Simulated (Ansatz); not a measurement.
Os, simple cubic: how the functional moves the structure

All rows: Ansatz, plane waves with scalar-relativistic PAW, 420 eV (500 eV for the SCAN forms), relaxed under each functional, no dispersion correction, no zero-point motion. B₀ comes from uniform scaling at fixed shape; a dash is a value not given.

| functional | V (Å³/atom) | cell | B₀ (GPa) | magnetic state | ΔE to hcp (meV/atom) |
| --- | --- | --- | --- | --- | --- |
| PBE | 16.73 | a = 2.558 Å | 270 | spin not included | 1542 |
| r²SCAN | 16.38 | a = 2.539 Å | 291 | spin not included | 1618 |
| PBEsol | 16.21 | a = 2.531 Å | 296 | spin not included | 1642 |
| LDA | 15.95 | a = 2.517 Å | 309 | spin not included | 1626 |
| revPBE | 16.88 | a = 2.565 Å | 261 | spin not included | 1524 |
| RPBE | 16.94 | a = 2.568 Å | 258 | spin not included | 1517 |
| BLYP | 17.53 | a = 2.598 Å | 234 | spin not included | 1197 |

LDA gives the smallest volume and BLYP the largest.
